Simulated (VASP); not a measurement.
# GaSb (F-43m) in VASP: settings compared

Aim: see how the results for GaSb move with the level of theory and the settings. Levels: PBE+D3(BJ), PBE. Tasks: relaxation of cell and atoms, relaxation of the atoms.

Program: VASP 6.6.1. These are calculated values, not measurements. Logs are shortened: lines on timing, memory, paths and dates and some standing lists are left out, and cuts for length are marked.

**1. The crystal as given**

Symmetry: F-43m, No. 216, cubic system. The conventional cell has a = 6.118 Å, b = 6.118 Å, c = 6.118 Å, α = 90.00°, β = 90.00°, γ = 90.00°. Ga (site symmetry -43m) has 4 Sb at 2.65 Å as nearest neighbours. Sb (site symmetry -43m) has 4 Ga at 2.65 Å as nearest neighbours.

**2. Relaxation of cell and atoms, PBE+D3(BJ)**

File INCAR:

```
SYSTEM = GaSb
PREC = Accurate ; ENCUT = 600
EDIFF = 1E-6 ; ISMEAR = 0
SIGMA = 0.03 ; LREAL = .FALSE.
LASPH = .TRUE. ; NELM = 80
ALGO = Normal ; ISIF = 3
LWAVE = .FALSE. ; LCHARG = .FALSE.
GGA = PE ; IVDW = 12
IBRION = 2 ; NSW = 90
EDIFFG = -0.01
```

File KPOINTS:

```
regular mesh
0
G
  10 10 10
  0 0 0
```

File POSCAR:

```
GaSb
1.0
    0.0000000000      3.0590000000      3.0590000000
    3.0590000000      0.0000000000      3.0590000000
    3.0590000000      3.0590000000      0.0000000000
Ga Sb
1 1
Direct
    0.0000000000      0.0000000000      0.0000000000
    0.2500000000      0.2500000000      0.2500000000
```

Potentials or basis: VASP PAW PBE potentials, release 64 (Ga_d, Sb).

On the command line:

```
$ cat potpaw_PBE.64/Ga_d/POTCAR potpaw_PBE.64/Sb/POTCAR > POTCAR
$ mpirun -np 1 vasp_std > vasp.out
```

OUTCAR:

```text
SYSTEM = GaSb
   PREC = Accurate
   ENCUT = 600
   EDIFF = 1E-6
   ISMEAR = 0
   LREAL = .FALSE.
   LASPH = .TRUE.
   NELM = 80
   ISIF = 3
   GGA = PE
   IVDW = 12
   IBRION = 2
   NSW = 90
   EDIFFG = -0.01
 IVDW          = 12

 ion  position               nearest neighbor table
   1  0.000  0.000  0.000-   2 2.65   2 2.65   2 2.65   2 2.65
   2  0.250  0.250  0.250-   1 2.65   1 2.65   1 2.65   1 2.65

  LATTYP: Found a face centered cubic cell.
 ALAT       =     6.1180000000

  Lattice vectors:

 A1 = (   0.0000000000,   3.0590000000,   3.0590000000)
 A2 = (   3.0590000000,   0.0000000000,   3.0590000000)
 A3 = (   3.0590000000,   3.0590000000,   0.0000000000)

Analysis of symmetry for initial positions (statically):
=====================================================================
 Subroutine PRICEL returns:
 Original cell was already a primitive cell.

 Routine SETGRP: Setting up the symmetry group for a
 face centered cubic supercell.

 Subroutine GETGRP returns: Found 24 space group operations
 (whereof 24 operations were pure point group operations)
 out of a pool of 48 trial point group operations.

The static configuration has the point symmetry T_d .

Analysis of symmetry for dynamics (positions and initial velocities):
=====================================================================
 Subroutine PRICEL returns:
 Original cell was already a primitive cell.

 Routine SETGRP: Setting up the symmetry group for a
 face centered cubic supercell.

 Subroutine GETGRP returns: Found 24 space group operations
 (whereof 24 operations were pure point group operations)
 out of a pool of 48 trial point group operations.

The dynamic configuration has the point symmetry T_d .

 Subroutine INISYM returns: Found 24 space group operations
 (whereof 24 operations are pure point group operations),
 and found     1 'primitive' translations

----------------------------------------------------------------------------------------

                                     Primitive cell

  volume of cell :      57.2491

  direct lattice vectors                    reciprocal lattice vectors
     0.000000000  3.059000000  3.059000000    -0.163452109  0.163452109  0.163452109
     3.059000000  0.000000000  3.059000000     0.163452109 -0.163452109  0.163452109
     3.059000000  3.059000000  0.000000000     0.163452109  0.163452109 -0.163452109

  length of vectors
     4.326079287  4.326079287  4.326079287     0.283107357  0.283107357  0.283107357

  position of ions in fractional coordinates (direct lattice)
     0.000000000  0.000000000  0.000000000
     0.250000000  0.250000000  0.250000000

  ion indices of the primitive-cell ions
   primitive index   ion index
                 1           1
                 2           2

[... 79 lines left out ...]
   POTIM  = 0.5000    time-step for ionic-motion
   TEBEG  =    0.0;   TEEND  =   0.0 temperature during run
   PSTRESS=    0.0 pullay stress
   NELECT =      18.0000    total number of electrons
   NUPDOWN=      -1.0000    fix difference up-down
   EMIN   =  10.00;   EMAX   =-10.00  energy-range for DOS
   EFERMI =   0.00;   METHOD = LEGACY
   ISMEAR =     0;   SIGMA  =   0.03  broadening in eV -4-tet -1-fermi 0-gaus
   EFERMI_NEDOS =   21; number of points for ismear=-14 and -15
   IALGO  =     38    algorithm
   IMIX   =      4    mixing-type and parameters
     AMIX     =   0.40;   BMIX     =  1.00
     AMIX_MAG =   1.60;   BMIX_MAG =  1.00
  volume/ion in A,a.u.               =      28.62       193.17
  Fermi-wavevector in a.u.,A,eV,Ry     =   1.113208  2.103657 16.860766  1.239231
  Thomas-Fermi vector in A             =   2.249790
   LORBIT       =      0    0 simple, 1 ext, 2 COOP (PROOUT), +10 PAW based schemes
   GGA     = PE    functional components
   LHFCALC =     F    Hartree Fock is set to
   AEXX    =    0.0000 exact exchange contribution
   IVDW    =    12    specifies the selected vdW correction
   LEPSILON=     F    determine dielectric tensor
   LRPA    =     F    only Hartree local field effects (RPA)
 conjugate gradient relaxation of ions
 non-spin polarized calculation
 Gauss-broadening in eV      SIGMA  =   0.03
  energy-cutoff  :      600.00
  volume of cell :       57.25
 maximum number of plane-waves:      1925
   NGX = 17   NGY = 17   NGZ = 17

--------------------------------------- Ionic step        1  -------------------------------------------

 number of electron      18.0000006 magnetization

 Free energy of the ion-electron system (eV)
  ---------------------------------------------------
  ext. energy  EPLUGINS =         0.00000000
  ---------------------------------------------------
  free energy    TOTEN  =        -7.35107004 eV

  energy without entropy =       -7.35103146  energy(sigma->0) =       -7.35105075

------------------------ aborting loop because EDIFF is reached ----------------------------------------

 Edisp (eV)   -0.66498

 E8    (eV) :    -0.3119
[... 31 lines left out ...]
--------------------------------------- Ionic step        2  -------------------------------------------

 number of electron      18.0000003 magnetization

 E-fermi :   4.7910     XC(G=0):  -9.0515

 val. band max:        4.7809611427   @ k =   0.0000   0.0000   0.0000
 cond. band min:       5.1667113548   @ k =   0.5000   0.0000   0.0000
 fundamental gap:      0.3857502121
 Fermi energy:         4.7910449534

 k-point     1 :       0.0000    0.0000    0.0000
  band No.  band energies     occupation
      1     -10.2357      2.00000
      2     -10.2357      2.00000
      3     -10.2357      2.00000
      4     -10.1874      2.00000
      5     -10.1874      2.00000
      6      -6.6352      2.00000
      7       4.7558      1.90355
      8       4.7810      1.36551
      9       4.7810      1.36547
     10       4.7810      1.36547
     11       7.5600      0.00000
     12       7.5600      0.00000
     13       7.5600      0.00000
[... 407 lines left out ...]
--------------------------------------- Ionic step        3  -------------------------------------------

 number of electron      18.0000003 magnetization

 Free energy of the ion-electron system (eV)
  ---------------------------------------------------
  ext. energy  EPLUGINS =         0.00000000
  ---------------------------------------------------
  free energy    TOTEN  =        -7.35652402 eV

  energy without entropy =       -7.35647157  energy(sigma->0) =       -7.35649780

 E-fermi :   4.8106     XC(G=0):  -9.0590

 val. band max:        4.7989583027   @ k =   0.0000   0.0000   0.0000
 cond. band min:       5.1883856012   @ k =   0.5000   0.0000   0.0000
 fundamental gap:      0.3894272985
 Fermi energy:         4.8106175593

 k-point     1 :       0.0000    0.0000    0.0000
  band No.  band energies     occupation
      1     -10.2215      2.00000
      2     -10.2215      2.00000
      3     -10.2215      2.00000
      4     -10.1729      2.00000
      5     -10.1729      2.00000
      6      -6.6294      2.00000
      7       4.7863      1.74769
      8       4.7990      1.41747
      9       4.7990      1.41742
     10       4.7990      1.41742
     11       7.5774      0.00000
     12       7.5774      0.00000
     13       7.5774      0.00000
[... 401 lines left out ...]
  FREE ENERGIE OF THE ION-ELECTRON SYSTEM (eV)
  ---------------------------------------------------
  free  energy   TOTEN  =        -8.0164595645 eV

  energy  without entropy=       -8.0164071164  energy(sigma->0) =       -8.01643334

 reached required accuracy - stopping structural energy minimisation
```

CONTCAR:

```text
GaSb
   1.00000000000000
    -0.0000000000000000    3.0660612028377194    3.0660612028377194
     3.0660612028377194    0.0000000000000000    3.0660612028377194
     3.0660612028377194    3.0660612028377194   -0.0000000000000000
  Ga              Sb
     1     1
Direct
     0.0000000000000000    0.0000000000000000    0.0000000000000000
     0.2500000000000000    0.2500000000000000    0.2500000000000000

  0.00000000E+00  0.00000000E+00  0.00000000E+00
  0.00000000E+00  0.00000000E+00  0.00000000E+00
```

Run time: 33 s. Hardware: 1 thread of Intel Xeon 6975P-C (Granite Rapids), shared host; peak memory 0.24 GiB.

What came out:

```yaml
Free_energy: -8.0165 eV
Relaxed_volume: 28.82 Å³/atom
Relaxed_cell: a = 4.336 Å, b = 4.336 Å, c = 4.336 Å, α = 60.00°, β = 60.00°, γ = 60.00°
Space_group_after_relaxing_to_0.05_Å: F-43m (No. 216)
Energy_gained_by_relaxing: 0.2 meV/atom
Ionic_steps: 3
Pressure_after_relaxing: 0.1 GPa
Band_gap_on_the_k_mesh: none (metal or under the smearing width)
Dispersion_energy_per_atom: -0.330 eV
```

Step by step:
```tsv
step	energy change (eV)	largest force (eV/Å)	pressure (GPa)	volume (Å³)
1	0.0000	0.0000	0.34	57.25
2	-0.0004	0.0000	-0.07	57.75
3	-0.0004	0.0000	0.05	57.65
```

Final structure:
```yaml
crystal:
  lattice:
    - [0.00000, 3.06606, 3.06606]
    - [3.06606, 0.00000, 3.06606]
    - [3.06606, 3.06606, 0.00000]
  atoms:
    - { symbol: Ga, position: [0.00000, 0.00000, 0.00000] }
    - { symbol: Sb, position: [0.25000, 0.25000, 0.25000] }
```

Caveat: pairwise dispersion overbinds metals, which lowers pressure and volume; this crystal is a semiconductor, whose small gap the functional closes, so the metal is an error of the method. Zero-point motion and thermal expansion aren't in these numbers.

[end of part 1 of 3]
